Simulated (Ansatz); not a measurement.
The system is Zn.

```xyz
3
Lattice="2.2682 -1.3085 0.0000 2.2682 1.3085 0.0000 -1.5917 0.0000 7.3004" Properties=species:S:1:pos:R:3 pbc="T T T"
Zn    2.9969    0.0000    2.4420
Zn   -0.0523    0.0000    4.8584
Zn    0.0000    0.0000    0.0000
```

This isn't the form of Zn at room conditions, which is hcp.

| Property | Result |
| --- | --- |
| Program | Ansatz 0.2.0 |
| Task | single point |
| Functional | PBE |
| Potentials or basis | Ansatz PAW |
| Cutoff | 420 eV (not typed: the program's choice for these potentials) |
| k mesh | 12 × 12 × 4 |
| Occupations | fermi-dirac, width 0.05 eV |
| Spin | no spin polarisation |

On this cell: pressure 4.3 GPa; largest force 0.016 eV/Å; band gap on the k mesh none (metal or under the smearing width).

The same run follows on a disturbed copy (atoms moved at random, drawn with an rms of 0.05 Å):

```
Zn
1.0
     2.26817   -1.30849    0.00000
     2.26817    1.30849    0.00000
    -1.59172    0.00000    7.30041
Zn
3
Direct
  0.79577 0.76234 0.33802
  0.22772 0.22325 0.67085
  0.99899 0.00845 0.99944
```

Problem. What changes?

Solution. The energy (extrapolated to zero smearing) moves by +1.0 meV/atom; pressure 4.3 GPa; largest force 0.113 eV/Å; band gap on the k mesh none (metal or under the smearing width).

Forces in eV/Å, atoms in the order of the input:
```
Zn   0.005  0.031 -0.033
Zn   0.004 -0.004 -0.076
Zn  -0.008 -0.027  0.109
```

Stress tensor (GPa, compression positive):
```
 3.11 -0.02 -0.41
-0.02  2.51 -0.05
-0.41 -0.05  7.33
```
